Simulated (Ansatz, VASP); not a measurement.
AlRu in VASP and in Ansatz

```
CELL_PARAMETERS angstrom
3.55178 0.00000 0.00000
0.00000 3.55178 0.00000
0.00000 0.00000 2.57110
ATOMIC_POSITIONS crystal
Al 0.00000 0.00000 0.00000
Ru 0.50000 0.50000 0.00000
```

Alike in both runs: functional PBE; k mesh 6 × 6 × 4; occupations gaussian, width 0.1 eV; no spin polarisation.

Ansatz relaxed the structure, and its values are those at the end. VASP's run is a single point on that final structure, the one shown.

|  | VASP | Ansatz |
| --- | --- | --- |
| version | VASP 6.6.1 | Ansatz 0.2.0 |
| potentials or method | VASP PAW PBE potentials, release 64 (Al, Ru_pv) | scalar-relativistic, plane waves, PAW |
| plane-wave cutoff (eV) | 520 | 420 |
| valence electrons in the cell | 17 | 19 |

```tsv
	VASP	Ansatz	Ansatz less VASP
gap on the k mesh at the Fermi level (eV)	none	none	-
pressure (GPa)	0.0	0.0	+0.02
```

A gap of «none» marks a metal or a gap that the smearing closes. The two sets of potentials don't hold the same shells in valence.

Caveats: the k mesh is coarse (spacing up to 0.61 Å⁻¹), so the values aren't converged.
